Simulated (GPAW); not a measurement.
Write an ASE script for GPAW 26.7.0 that does the following.

| Quantity | Value |
| --- | --- |
| Task | relaxation of cell and atoms |
| Functional | revTPSS |
| Dispersion | D3(BJ) |
| Potentials or basis | GPAW PAW data sets (gpaw-data 1.2.1) |
| Cutoff | 800 eV |
| Basis | pw |
| k mesh | 6 × 6 × 3 |
| Occupations | fermi-dirac, width 0.05 eV |
| Spin | no spin polarisation |
| Target pressure | 5 GPa |
| Eigensolver | davidson |
| Maxiter | 150 |
| Optimizer | BFGS |
| Fmax | 0.05 eV/Å |
| Max steps | 60 |
| Target pressure | 5 GPa |

The structure of ZnO (zincite) lies in ZnO.xyz:

```xyz
4
Lattice="3.2493080000 0.0000000000 0.0000000000 -1.6246540000 2.8139832727 0.0000000000 0.0000000000 0.0000000000 5.2057090000" Properties=species:S:1:pos:R:3 pbc="T T T"
Zn     1.6246540002      0.9379944241      0.0000000000
Zn    -0.0000000002      1.8759888486      2.6028545000
O     -0.0000000002      1.8759888486      4.5758702681
O      1.6246540002      0.9379944241      1.9730157681
```

These files were run (other wordings do the same):

run.py

```python
from ase.calculators.mixing import SumCalculator
from ase.filters import FrechetCellFilter
from ase.io import read, write
from ase.optimize import BFGS
from ase.units import GPa
from dftd3.ase import DFTD3
from gpaw import GPAW, PW

atoms = read('ZnO.xyz')

calc = GPAW(mode=PW(800),
            xc='MGGA_X_REVTPSS+MGGA_C_REVTPSS',
            kpts={'size': (6, 6, 3), 'gamma': True},
            occupations={'name': 'fermi-dirac', 'width': 0.05},
            nbands=31,
            convergence={'density': 1e-05, 'energy': 1e-05},
            eigensolver='davidson',
            maxiter=150,
            txt='gpaw.txt')
atoms.calc = SumCalculator([calc, DFTD3(method='revtpss', damping='d3bj')])
opt = BFGS(FrechetCellFilter(atoms, scalar_pressure=5 * GPa), trajectory='relax.traj', logfile='-')
done = opt.run(fmax=0.05, steps=60)
calc.write('gs.gpw')
write('result.traj', atoms)
print('Converged:', done)
print('Cell:', atoms.cell.cellpar().round(4))
print('Volume:', round(atoms.get_volume(), 4))
print(atoms.get_scaled_positions().round(5))
```

Potentials or basis: GPAW PAW data sets (gpaw-data 1.2.1), pw.

Command:

```bash
$ OMP_NUM_THREADS=1 python run.py
```

It gave:

| Quantity | Value |
| --- | --- |
| Relaxed volume | 11.44 Å³/atom |
| Relaxed cell | a = 3.205 Å, b = 3.205 Å, c = 5.143 Å, α = 90.00°, β = 90.00°, γ = 120.00° |
| Space group after relaxing (to 0.05 Å) | P6_3mc (No. 186) |
| Energy change on relaxing (the enthalpy is what falls) | +4.7 meV/atom |
| Ionic steps | 5 |
| Pressure after relaxing | 4.8 GPa |
| Largest force after relaxing | 0.009 eV/Å |
| Band gap on the k mesh | 0.61 eV, direct |
| Dispersion energy per atom | -0.282 eV |

Caveat: the k mesh is coarse; later steps reuse the first step's grids; the PAW data sets were made with another functional, which shifts forces and pressure a little.

Wall time 7.3 min on 1 thread of Arm Neoverse V2, on a shared host, peak memory 0.63 GiB.
